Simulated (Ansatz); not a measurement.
The system is KBr.

```
CELL_PARAMETERS angstrom
0.00000 3.30000 3.30000
3.30000 0.00000 3.30000
3.30000 3.30000 0.00000
ATOMIC_POSITIONS crystal
Br 0.50000 0.50000 0.50000
K 0.00000 0.00000 0.00000
```

Base run:

| Property | Result |
| --- | --- |
| Program | Ansatz 0.2.0 |
| Functional | HSEsol |
| Potentials or basis | Ansatz PAW |
| Cutoff | 420 eV |
| Density cutoff | 1680 eV |
| k mesh | 4 × 4 × 4 |
| Occupations | fermi-dirac, width 0.05 eV |
| Spin | no spin polarisation |

Its results: band gap on the k mesh 5.46 eV, direct.

The run is repeated on the same cell with these changes: functional from HSEsol to r2SCAN0; cutoff from 420 eV to 500 eV; density cutoff from 1680 eV to 2000 eV. What comes out?

Band gap on the k mesh 6.65 eV, direct.

Not every run made on this cell is shown here.
